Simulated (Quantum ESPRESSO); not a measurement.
# As (Pm-3m) in Quantum ESPRESSO: a series of runs

The runs below take As through single point, equation of state, with PBEsol.

Everything below comes from runs of Quantum ESPRESSO 7.5. Logs are shortened: lines on timing, memory, paths and dates and some standing lists are left out, and cuts for length are marked.

## 1. Starting point

The structure is cubic, space group Pm-3m (No. 221). The conventional cell has a = 2.704 Å, b = 2.704 Å, c = 2.704 Å, α = 90.00°, β = 90.00°, γ = 90.00°. As (site symmetry m-3m) is surrounded by 6 As at 2.70 Å.

This isn't the form of As at room conditions, which is rhombohedral.

## 2. Single point, PBEsol, 18.58 Å³/atom

pw.in

```
&CONTROL
  calculation = 'scf'
  prefix = 'pwscf'
  outdir = './tmp'
  pseudo_dir = './pseudo'
  tstress = .true.
  disk_io = 'nowf'
/
&SYSTEM
  ibrav = 0
  nat = 1
  ntyp = 1
  ecutwfc = 45
  ecutrho = 360
  nbnd = 7
  occupations = 'smearing'
  smearing = 'fd'
  degauss = 0.00367493
/
&ELECTRONS
  conv_thr = 2d-10
  electron_maxstep = 120
  mixing_beta = 0.5
/
ATOMIC_SPECIES
As    74.9216 as_pbesol_v1.uspp.F.UPF
CELL_PARAMETERS angstrom
   2.6484890792    0.0000000000    0.0000000000
   0.0000000000    2.6484890792    0.0000000000
   0.0000000000    0.0000000000    2.6484890792
ATOMIC_POSITIONS crystal
As     0.5000000000    0.5000000000    0.5000000000
K_POINTS automatic
10 10 10 0 0 0
```

Potentials or basis: GBRV 1.5 PBEsol.

Command:

```
$ OMP_NUM_THREADS=1 mpirun -n 2 pw.x -nk 2 -in pw.in > pw.out
```

pw.out:

```text
This program is part of the open-source Quantum ESPRESSO suite
     for quantum simulation of materials; please cite
[... 13 lines left out ...]
     --------------------
     sticks:   dense  smooth     PW     G-vecs:    dense   smooth      PW
     Sum         717     357    121                14411     5137    1021

     Using Slab Decomposition

     bravais-lattice index     =            0
     lattice parameter (alat)  =       5.0049  a.u.
     unit-cell volume          =     125.3693 (a.u.)^3
     number of atoms/cell      =            1
     number of atomic types    =            1
     number of electrons       =         5.00
     number of Kohn-Sham states=            7
     kinetic-energy cutoff     =      45.0000  Ry
     charge density cutoff     =     360.0000  Ry
     scf convergence threshold =      2.0E-10
     mixing beta               =       0.5000
     number of iterations used =            8  plain     mixing
     Exchange-correlation= SLA  PW   PSX  PSC
                           (   1   4  10   8   0   0   0)

     celldm(1)=   5.004919  celldm(2)=   0.000000  celldm(3)=   0.000000
     celldm(4)=   0.000000  celldm(5)=   0.000000  celldm(6)=   0.000000

     crystal axes: (cart. coord. in units of alat)
               a(1) = (   1.000000   0.000000   0.000000 )
               a(2) = (   0.000000   1.000000   0.000000 )
               a(3) = (   0.000000   0.000000   1.000000 )

     reciprocal axes: (cart. coord. in units 2 pi/alat)
               b(1) = (  1.000000  0.000000  0.000000 )
               b(2) = (  0.000000  1.000000  0.000000 )
               b(3) = (  0.000000  0.000000  1.000000 )

     PseudoPot. # 1 for As read from file:
     as_pbesol_v1.uspp.F.UPF
     Pseudo is Ultrasoft + core correction, Zval =  5.0
     Generated by new atomic code, or converted to UPF format
     Using radial grid of  875 points,  6 beta functions with:
                l(1) =   0
                l(2) =   0
                l(3) =   1
                l(4) =   1
                l(5) =   2
                l(6) =   2
     Q(r) pseudized with  8 coefficients,  rinner =    1.300   1.300   1.300
                                                       1.300   1.300

     atomic species   valence    mass     pseudopotential
     As                5.00    74.92160     As( 1.00)

     48 Sym. Ops., with inversion, found

   Cartesian axes

     site n.     atom                  positions (alat units)
         1        As     tau(   1) = (   0.5000000   0.5000000   0.5000000  )

     number of k points=    56  Fermi-Dirac smearing, width (Ry)=  0.0037
                       cart. coord. in units 2pi/alat
        k(    1) = (   0.0000000   0.0000000   0.0000000), wk =   0.0020000
        k(    2) = (   0.0000000   0.0000000   0.1000000), wk =   0.0120000
        k(    3) = (   0.0000000   0.0000000   0.2000000), wk =   0.0120000
        k(    4) = (   0.0000000   0.0000000   0.3000000), wk =   0.0120000
        k(    5) = (   0.0000000   0.0000000   0.4000000), wk =   0.0120000
        k(    6) = (   0.0000000   0.0000000  -0.5000000), wk =   0.0060000
[... 48 lines left out ...]
        k(   55) = (   0.4000000  -0.5000000  -0.5000000), wk =   0.0120000
        k(   56) = (  -0.5000000  -0.5000000  -0.5000000), wk =   0.0020000

     Dense  grid:    14411 G-vectors     FFT dimensions: (  32,  32,  32)

     Smooth grid:     5137 G-vectors     FFT dimensions: (  24,  24,  24)

     Initial potential from superposition of free atoms

     starting charge       4.9998, renormalised to       5.0000
     Starting wfcs are    4 randomized atomic wfcs +    3 random wfcs

     Self-consistent Calculation

     iteration #  1     ecut=    45.00 Ry     beta= 0.50
     Davidson diagonalization with overlap
     ethr =  1.00E-02,  avg # of iterations =  6.1

     Threshold (ethr) on eigenvalues was too large:
     Diagonalizing with lowered threshold

     Davidson diagonalization with overlap
     c_bands:  1 eigenvalues not converged
     ethr =  5.46E-05,  avg # of iterations =  4.8

     total energy              =     -39.97670769 Ry
     estimated scf accuracy    <       0.00272955 Ry

     iteration #  2     ecut=    45.00 Ry     beta= 0.50
     Davidson diagonalization with overlap
     ethr =  5.46E-05,  avg # of iterations =  1.0

     total energy              =     -39.97672944 Ry
     estimated scf accuracy    <       0.00067534 Ry

     iteration #  3     ecut=    45.00 Ry     beta= 0.50
     Davidson diagonalization with overlap
     ethr =  1.35E-05,  avg # of iterations =  1.3

     total energy              =     -39.97674723 Ry
     estimated scf accuracy    <       0.00000006 Ry

     iteration #  4     ecut=    45.00 Ry     beta= 0.50
     Davidson diagonalization with overlap
     ethr =  1.16E-09,  avg # of iterations =  9.9

     total energy              =     -39.97676187 Ry
     estimated scf accuracy    <       0.00000002 Ry

     iteration #  5     ecut=    45.00 Ry     beta= 0.50
     Davidson diagonalization with overlap
     ethr =  4.37E-10,  avg # of iterations =  1.5

     total energy              =     -39.97676188 Ry
     estimated scf accuracy    <          1.5E-09 Ry

     iteration #  6     ecut=    45.00 Ry     beta= 0.50
     Davidson diagonalization with overlap
     ethr =  2.97E-11,  avg # of iterations =  3.6

     End of self-consistent calculation

          k = 0.0000 0.0000 0.0000 (   619 PWs)   bands (ev):

    -6.5508  13.4598  13.4599  13.4599  17.6770  17.6770  19.9818

          k = 0.0000 0.0000 0.1000 (   639 PWs)   bands (ev):
[... 71 lines left out ...]
          k = 0.0000 0.4000-0.5000 (   640 PWs)   bands (ev):

    -0.2267   3.9968   5.5912  12.0273  18.0405  25.5744  26.8393

          k = 0.0000-0.5000-0.5000 (   656 PWs)   bands (ev):

     0.4990   4.4490   4.4490  11.1591  18.3630  26.6197  27.3623

          k = 0.1000 0.1000 0.1000 (   654 PWs)   bands (ev):

    -5.9637  11.3704  11.3705  12.0551  20.8914  20.8915  22.1970
[... 49 lines left out ...]
          k = 0.1000 0.4000-0.5000 (   634 PWs)   bands (ev):

    -0.0279   4.1772   5.7697  12.2223  16.3978  23.3672  24.6475

          k = 0.1000-0.5000-0.5000 (   644 PWs)   bands (ev):

     0.6997   4.6274   4.6274  11.3572  16.7852  23.9652  23.9653

          k = 0.2000 0.2000 0.2000 (   651 PWs)   bands (ev):

    -4.2290   9.0469   9.0469  10.2045  22.3987  24.2147  24.2147
[... 29 lines left out ...]
          k = 0.2000 0.4000-0.5000 (   638 PWs)   bands (ev):

     0.5640   4.6986   6.2838  12.7982  13.4632  19.9418  21.3758

          k = 0.2000-0.5000-0.5000 (   636 PWs)   bands (ev):

     1.2998   5.1421   5.1421  11.9452  13.8873  20.5508  20.5509

          k = 0.3000 0.3000 0.3000 (   630 PWs)   bands (ev):

    -1.4584   7.6726   7.6726   9.1012  18.1889  19.3574  19.3574
[... 13 lines left out ...]
          k = 0.3000 0.4000-0.5000 (   638 PWs)   bands (ev):

     1.5268   5.4831   7.0424  10.6019  13.7111  17.0897  18.5434

          k = 0.3000-0.5000-0.5000 (   640 PWs)   bands (ev):

     2.2864   5.9121   5.9121  10.9944  12.8936  17.7020  17.7020

          k = 0.4000 0.4000 0.4000 (   642 PWs)   bands (ev):

     2.0004   7.1669   7.1669   8.3362  15.2408  16.0579  16.0579

          k = 0.4000 0.4000-0.5000 (   644 PWs)   bands (ev):

     2.7564   6.3172   7.5564   8.4875  14.5998  15.2527  16.4672

          k = 0.4000-0.5000-0.5000 (   648 PWs)   bands (ev):

     3.5874   6.7223   6.7223   8.4901  14.0795  15.6442  15.6442

          k =-0.5000-0.5000-0.5000 (   624 PWs)   bands (ev):

     4.5579   7.1109   7.1109   7.1109  14.8398  14.8399  14.8399

     the Fermi energy is     8.9881 ev

!    total energy              =     -39.97676188 Ry
     estimated scf accuracy    <          2.2E-11 Ry
     smearing contrib. (-TS)   =      -0.00018752 Ry
     internal energy E=F+TS    =     -39.97657436 Ry

     The total energy is F=E-TS. E is the sum of the following terms:
     one-electron contribution =       5.05416228 Ry
     hartree contribution      =       0.45351429 Ry
     xc contribution           =     -31.31170649 Ry
     ewald contribution        =     -14.17254444 Ry

     convergence has been achieved in   6 iterations

     Computing stress (Cartesian axis) and pressure

          total   stress  (Ry/bohr**3)                   (kbar)     P=       50.14
   0.00034084   0.00000000   0.00000000           50.14        0.00        0.00
   0.00000000   0.00034084   0.00000000            0.00       50.14        0.00
   0.00000000   0.00000000   0.00034084            0.00        0.00       50.14

=------------------------------------------------------------------------------=
   JOB DONE.
=------------------------------------------------------------------------------=
```

Run time: 2.2 s. Hardware: 2 MPI ranks of AMD EPYC 9R45 (Zen 5), shared host; peak memory 0.14 GiB.

Results:

* Free energy: -543.9116 eV
* Pressure: 5.0 GPa
* Band gap on the k mesh: none (metal or under the smearing width)

## 3. Single point, PBEsol, 18.97 Å³/atom

pw.in, as its differences from that of step 2:

```diff
@@ -27,5 +27,5 @@
 CELL_PARAMETERS angstrom
-   2.6484890792    0.0000000000    0.0000000000
-   0.0000000000    2.6484890792    0.0000000000
-   0.0000000000    0.0000000000    2.6484890792
+   2.6671410253    0.0000000000    0.0000000000
+   0.0000000000    2.6671410253    0.0000000000
+   0.0000000000    0.0000000000    2.6671410253
 ATOMIC_POSITIONS crystal
```

Potentials or basis: GBRV 1.5 PBEsol.

Command:

```
$ OMP_NUM_THREADS=1 mpirun -n 2 pw.x -nk 2 -in pw.in > pw.out
```

Wall time 2.3 s (2 MPI ranks of AMD EPYC 9R45 (Zen 5), shared host); peak memory 0.14 GiB.

The run converged. Its results:

```yaml
Free_energy: -543.9211 eV
Pressure: 2.7 GPa
Band_gap_on_the_k_mesh: none (metal or under the smearing width)
```

## 4. Single point, PBEsol, 19.37 Å³/atom

pw.in, as its differences from that of step 3:

```diff
@@ -27,5 +27,5 @@
 CELL_PARAMETERS angstrom
-   2.6671410253    0.0000000000    0.0000000000
-   0.0000000000    2.6671410253    0.0000000000
-   0.0000000000    0.0000000000    2.6671410253
+   2.6855356826    0.0000000000    0.0000000000
+   0.0000000000    2.6855356826    0.0000000000
+   0.0000000000    0.0000000000    2.6855356826
 ATOMIC_POSITIONS crystal
```

Command:

```
$ OMP_NUM_THREADS=1 mpirun -n 2 pw.x -nk 2 -in pw.in > pw.out
```

It took 2.3 s on 2 MPI ranks of AMD EPYC 9R45 (Zen 5), shared host; peak memory 0.14 GiB.

It converged, with:

| Item | Value |
| --- | --- |
| Free energy | -543.9253 eV |
| Pressure | 0.7 GPa |
| Band gap on the k mesh | none (metal or under the smearing width) |

## 5. Single point, PBEsol, 19.76 Å³/atom

pw.in, as its differences from that of step 4:

```diff
@@ -27,5 +27,5 @@
 CELL_PARAMETERS angstrom
-   2.6855356826    0.0000000000    0.0000000000
-   0.0000000000    2.6855356826    0.0000000000
-   0.0000000000    0.0000000000    2.6855356826
+   2.7036817444    0.0000000000    0.0000000000
+   0.0000000000    2.7036817444    0.0000000000
+   0.0000000000    0.0000000000    2.7036817444
 ATOMIC_POSITIONS crystal
```

Command:

```
$ OMP_NUM_THREADS=1 mpirun -n 2 pw.x -nk 2 -in pw.in > pw.out
```

Wall time 2.3 s (2 MPI ranks of AMD EPYC 9R45 (Zen 5), shared host); peak memory 0.16 GiB.

The run converged. Its results:

```yaml
Free_energy: -543.9248 eV
Pressure: -1.1 GPa
Band_gap_on_the_k_mesh: none (metal or under the smearing width)
```

## 6. Single point, PBEsol, 20.16 Å³/atom

pw.in, as its differences from that of step 5:

```diff
@@ -27,5 +27,5 @@
 CELL_PARAMETERS angstrom
-   2.7036817444    0.0000000000    0.0000000000
-   0.0000000000    2.7036817444    0.0000000000
-   0.0000000000    0.0000000000    2.7036817444
+   2.7215874433    0.0000000000    0.0000000000
+   0.0000000000    2.7215874433    0.0000000000
+   0.0000000000    0.0000000000    2.7215874433
 ATOMIC_POSITIONS crystal
```

Potentials or basis: GBRV 1.5 PBEsol.

Command:

```
$ OMP_NUM_THREADS=1 mpirun -n 2 pw.x -nk 2 -in pw.in > pw.out
```

Run time: 2.3 s. Hardware: 2 MPI ranks of AMD EPYC 9R45 (Zen 5), shared host; peak memory 0.16 GiB.

It converged, with:

| Item | Value |
| --- | --- |
| Free energy | -543.9199 eV |
| Pressure | -2.8 GPa |
| Band gap on the k mesh | none (metal or under the smearing width) |

## 7. Single point, PBEsol, 20.55 Å³/atom

pw.in, as its differences from that of step 6:

```diff
@@ -27,5 +27,5 @@
 CELL_PARAMETERS angstrom
-   2.7215874433    0.0000000000    0.0000000000
-   0.0000000000    2.7215874433    0.0000000000
-   0.0000000000    0.0000000000    2.7215874433
+   2.7392605843    0.0000000000    0.0000000000
+   0.0000000000    2.7392605843    0.0000000000
+   0.0000000000    0.0000000000    2.7392605843
 ATOMIC_POSITIONS crystal
```

Command:

```
$ OMP_NUM_THREADS=1 mpirun -n 2 pw.x -nk 2 -in pw.in > pw.out
```

Run time: 2.3 s. Hardware: 2 MPI ranks of AMD EPYC 9R45 (Zen 5), shared host; peak memory 0.16 GiB.

It converged, with:

| Item | Value |
| --- | --- |
| Free energy | -543.9112 eV |
| Pressure | -4.3 GPa |
| Band gap on the k mesh | none (metal or under the smearing width) |

## 8. Single point, PBEsol, 20.95 Å³/atom

pw.in, as its differences from that of step 7:

```diff
@@ -27,5 +27,5 @@
 CELL_PARAMETERS angstrom
-   2.7392605843    0.0000000000    0.0000000000
-   0.0000000000    2.7392605843    0.0000000000
-   0.0000000000    0.0000000000    2.7392605843
+   2.7567085743    0.0000000000    0.0000000000
+   0.0000000000    2.7567085743    0.0000000000
+   0.0000000000    0.0000000000    2.7567085743
 ATOMIC_POSITIONS crystal
```

Command:

```
$ OMP_NUM_THREADS=1 mpirun -n 2 pw.x -nk 2 -in pw.in > pw.out
```

Run time: 2.3 s. Hardware: 2 MPI ranks of AMD EPYC 9R45 (Zen 5), shared host; peak memory 0.16 GiB.

It converged, with:

- Free energy: -543.8991 eV
- Pressure: -5.6 GPa
- Band gap on the k mesh: none (metal or under the smearing width)

## 9. Equation of state, PBEsol

Potentials or basis: GBRV 1.5 PBEsol.

No new run: the results of the series are fitted here.

What came out:

| Item | Value |
| --- | --- |
| Equilibrium volume | 19.52 Å³/atom |
| Bulk modulus | 92 GPa |
| Pressure derivative of the bulk modulus | 4.3 |

Energy against volume, from the lowest point:
```tsv
volume (Å³/atom)	energy (meV/atom)
18.578	13.76
18.973	4.21
19.368	0.00
19.764	0.56
20.159	5.40
20.554	14.09
20.949	26.27
```
